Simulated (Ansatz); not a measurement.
Relaxed InN (zinc blende):

```xyz
2
Lattice="0.0000 2.4933 2.4933 2.4933 0.0000 2.4933 2.4933 2.4933 0.0000" Properties=species:S:1:pos:R:3 pbc="T T T"
N      3.7399     3.7399     3.7399
In     0.0000     0.0000     0.0000
```

In each cell atom 2 (In, nearest neighbour N at 2.159 Å; its periodic images, 3.5 Å or more away, move with it) moves by s·(0.000, 0.000, 1.000) (along Cartesian z), the rest being held.

Method: PBEsol (plane waves to 420 eV, PAW, scalar-relativistic; Ansatz, an electronic-structure program). k mesh 9×9×9 (Γ-centred), Fermi-Dirac smearing 0.05 eV. Compression counts positive. With partly filled bands, energies and forces of such displacements shift with the k mesh and the smearing. F∥ is the force on the atom along that direction. At this level the bands of InN touch or barely overlap; measurements give the solid a gap. InN was relaxed with its symmetry unable to fall. 

```csv
s (Å),F∥ (eV/Å),P (GPa)
-0.430,___,10.1
-0.344,2.779,6.8
-0.258,___,4.0
-0.172,1.561,1.8
-0.086,0.803,0.5
0.000,0.000,0.0
0.086,-0.803,0.5
0.172,-1.561,1.8
0.258,___,4.0
0.344,-2.779,6.8
0.430,___,10.1
```

Question: What belongs in the gaps?

Answer: 
- -0.430, F∥ (eV/Å): 3.180
- -0.258, F∥ (eV/Å): 2.232
- 0.258, F∥ (eV/Å): -2.232
- 0.430, F∥ (eV/Å): -3.180

(For displaced atoms, the force is minus the slope of the energy, and its curvature is a force constant, which sets phonon frequencies.)
